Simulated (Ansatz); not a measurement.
Runs of Ansatz 0.2.0 on HfC. The structure is cubic, space group Fm-3m (No. 225). The conventional cell has a = 4.650 Å, b = 4.650 Å, c = 4.650 Å, α = 90.00°, β = 90.00°, γ = 90.00°. Hf (site symmetry m-3m) has 6 C at 2.33 Å as nearest neighbours. Around C (site symmetry m-3m) lie 6 Hf at 2.33 Å. 

```csv
level,pressure (GPa),relaxed volume (Å³/atom)
PBEsol+D4,0.0,12.12
PBEsol+D3(BJ),0.0,(a)
BLYP+D3(BJ),0.0,(b)
BLYP,0.0,12.98
revPBE,0.0,12.74
```

Alike in all rows: task relaxation of cell and atoms; potentials or basis Ansatz PAW; no spin polarisation; cell relaxed; k mesh 10 × 10 × 10; cutoff (eV) 420; smearing fermi-dirac 0.05 eV.

Task: Fill in the values left out.

Result: (a) 11.98; (b) 12.36.

Caveats: the plane-wave basis is chosen anew once the cell has moved, so the energies of steps on either side of that aren't comparable; the PAW data sets come from PBE, with cores solved anew for the run's functional, which leaves a small shift of forces and pressure.

Runs at the PBE level aren't shown here.
